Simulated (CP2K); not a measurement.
**Bi2Se3 (Paraguanajuatite) in CP2K: the effect of dispersion**

Bi2Se3 (Paraguanajuatite):

```
CELL_PARAMETERS angstrom
4.14300 0.00000 0.00000
-2.07150 3.58794 0.00000
-2.07150 -1.19598 9.54533
ATOMIC_POSITIONS crystal
Bi 0.19840 0.59920 0.79760
Bi 0.80160 0.40080 0.20240
Se 0.57660 0.78830 0.36490
Se 0.42340 0.21170 0.63510
Se 0.00000 0.00000 0.00000
```

Alike in all runs:

```yaml
Program: CP2K 2026.2
Task: single point
Functional: PBEsol
Potentials_or_basis: POTENTIAL_UZH Bi GTH-PBE-q5, Se GTH-PBE-q6; DZVP-MOLOPT-PBE-GTH basis
Density_cutoff: 6123 eV
k_mesh: 8 × 8 × 8
Occupations: fermi-dirac, width 0.05 eV
Spin: no spin polarisation
```

```csv
dispersion,pressure (GPa),largest force (eV/Å)
none,1.8,0.42
D3,0.6,0.39
D3(BJ),-0.3,0.41
D4,?,?
rVV10,1.6,0.44
D3(BJ)+ATM,-0.2,0.41
```

Task: What does the run with dispersion D4 give?

Result: Pressure 0.4 GPa; largest force 0.41 eV/Å.

Caveats: the potentials were made for another functional, which shifts forces and pressure; the basis of atomic orbitals isn't converged, which shifts pressures, moduli and gaps.
